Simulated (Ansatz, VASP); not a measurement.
# Two plane-wave programs on InAs

File INCAR:

```
PREC     = Accurate       # precision mode
ENCUT    = 520            # plane-wave cutoff, eV
EDIFF    = 1E-6           # SCF threshold, eV
ISMEAR   = -1             # smearing method
SIGMA    = 0.05           # smearing width, eV
LREAL    = F              # projectors in reciprocal space
LASPH    = T              # aspherical terms in the spheres
NELM     = 80             # most SCF steps
ALGO     = Normal         # electronic algorithm
ISIF     = 2              # what is computed and relaxed
LWAVE    = F              # write WAVECAR
LCHARG   = F              # write CHGCAR
METAGGA  = R2SCAN         # meta-GGA
LMIXTAU  = T
```

KPOINTS

```
Automatic mesh
0
Gamma
  8 8 8
```

POSCAR

```
InAs
1.0
    0.0000000000      3.0379873375      3.0379873375
    3.0379873375      0.0000000000      3.0379873375
    3.0379873375      3.0379873375      0.0000000000
In As
1 1
Direct
    0.0000000000      0.0000000000      0.0000000000
    0.7500000000      0.7500000000      0.7500000000
```

Contents of input.yaml:

```yaml
crystal:
  lattice:
    - [0.0, 3.0379873375, 3.0379873375]
    - [3.0379873375, 0.0, 3.0379873375]
    - [3.0379873375, 3.0379873375, 0.0]
  atoms:
    - { symbol: In, position: [0.0, 0.0, 0.0] }
    - { symbol: As, position: [0.75, 0.75, 0.75] }
hamiltonian:
  xc: r2scan
  pseudopotentials: { kind: paw }
kpoints:
  mp_grid: { grid: [8, 8, 8] }
scf:
  occupations: { method: fermi_dirac, width: 0.05 }
output:
  forces: true
  stress: true
  eigenvalues: true
```

Change from the starting cell: volume scaled by 1.02.

Alike in both runs: task single point; functional r2SCAN; k mesh 8 × 8 × 8; occupations fermi-dirac, width 0.05 eV; no spin polarisation.

|  | VASP | Ansatz |
| --- | --- | --- |
| version | VASP 6.6.1 | Ansatz 0.2.0 |
| potentials or method | VASP PAW PBE potentials, release 64 (In_d, As) | Ansatz PAW |
| plane-wave cutoff (eV) | 520 | 500 |
| valence electrons in the cell | 18 | 28 |

|  | VASP | Ansatz | Ansatz less VASP |
| --- | --- | --- | --- |
| gap on the k mesh at the Fermi level (eV) | 0.17 | 0.17 | +0.001 |
| least direct gap on the mesh (eV) | 0.17 | 0.17 | +0.001 |
| pressure (GPa) | 1.0 | 1.0 | -0.02 |

With one functional, cell and mesh, what is left measures potentials, basis and numerics. The two sets of potentials don't hold the same shells in valence.

Caveats: spin-orbit coupling is left out, which moves the levels of the heavy elements; the PAW data sets were made with another functional, which shifts forces and pressure a little (VASP); the PAW data sets come from PBE, with cores solved anew for the run's functional, which leaves a small shift of forces and pressure (Ansatz).
